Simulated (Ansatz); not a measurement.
# What a trial cell of Ag relaxes into

Computed with DFT PBE, scalar-relativistic, plane waves, PAW in Ansatz 0.2.0. Cutoff 420 eV, Γ-centred k mesh, Gaussian smearing, no spin polarisation in the final step.

Ag was placed on the sites of a reported O cell (C2/m, No. 12), at a guessed volume.

```yaml
crystal:
  lattice:
    - [5.07944, -3.59002, 0.00000]
    - [5.07944, 3.59002, 0.00000]
    - [-2.09581, 0.00000, 4.24055]
  atoms:
    - { symbol: Ag, position: [0.82600, 0.82600, 0.17400] }
    - { symbol: Ag, position: [0.17400, 0.17400, 0.82600] }
    - { symbol: Ag, position: [0.24800, 0.24800, 0.18600] }
    - { symbol: Ag, position: [0.75200, 0.75200, 0.81400] }
    - { symbol: Ag, position: [0.76910, 0.30290, 0.18100] }
    - { symbol: Ag, position: [0.69710, 0.23090, 0.81900] }
    - { symbol: Ag, position: [0.23090, 0.69710, 0.81900] }
    - { symbol: Ag, position: [0.30290, 0.76910, 0.18100] }
```

Cell and atoms relax at zero pressure; the relaxation can't lower the symmetry of the start. After a coarse first stage the cell is made exact in the group found at 0.06 Å.

(1) Describe the relaxed structure.

(2) What are its volume, density and gap?

Answers

(1) It ends in Fm-3m (No. 225). The result has the fcc structure. Conventional cell: a = 4.148 Å. Ag is coordinated by 12 Ag at 2.93 Å.

```xyz
1
Lattice="0.0000 2.0738 2.0738 2.0738 0.0000 2.0738 2.0738 2.0738 0.0000" Properties=species:S:1:pos:R:3 pbc="T T T"
Ag    2.0738    2.0738    2.0738
```

(2) The volume per atom is 17.84 Å³ and the density is 10.04 g/cm³. The gap on the 22×22×22 mesh is 0 eV (a metal).

The final run used a 22×22×22 mesh on its 1-atom cell and 0.10 eV smearing. A structure relaxed within its symmetry needn't be a true minimum.